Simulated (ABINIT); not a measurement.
Runs of ABINIT 10.8.3 (patched build) on TiC. The structure is cubic, space group Fm-3m (No. 225). The conventional cell has a = 4.331 Å, b = 4.331 Å, c = 4.331 Å, α = 90.00°, β = 90.00°, γ = 90.00°. Around Ti (site symmetry m-3m) lie 6 C at 2.17 Å. Around C (site symmetry m-3m) lie 6 Ti at 2.17 Å. The cell is a database's computed one.

| task | level | potentials or basis | cell | k mesh | cutoff (eV) | cutoff smearing ecutsm (Ha) | stop of the response cycle (tolvrs) | acoustic sum rule (asr) | gap on the mesh (eV) | pressure (GPa) |
| --- | --- | --- | --- | --- | --- | --- | --- | --- | --- | --- |
| single point | PBE | PseudoDojo NC SR PBE v0.4.1 standard | as given | 8 × 8 × 8 | 1143 | - | - | - | none | 0.3 |
| single point | PBE | Ansatz NC PBE | cell relaxed | 8 × 8 × 8 | 1143 | - | - | - | none | 0.0 |
| phonons | PBE | Ansatz NC PBE | cell relaxed at zero pressure by an earlier run | 6 × 6 × 6, with 4 shifts | 1143 | 0.5 | 1e-08 | 2 | - | 0.0 |
| single point | PBEsol | PseudoDojo NC SR PBEsol v0.4.1 standard | as given | 8 × 8 × 8 | 1034 | - | - | - | none | (a) |
| single point | PBEsol | PseudoDojo NC SR PBEsol v0.4.1 standard | as given | 8 × 8 × 8 | 1143 | - | - | - | none | -6.5 |

Alike in all rows: no spin polarisation; smearing fermi-dirac 0.05 eV.

Fill in the values left out.

(a) -6.9.

Caveats: the mesh is coarse for a metal's response (some runs).

A gap of «none» marks a metal or a gap under the smearing width.
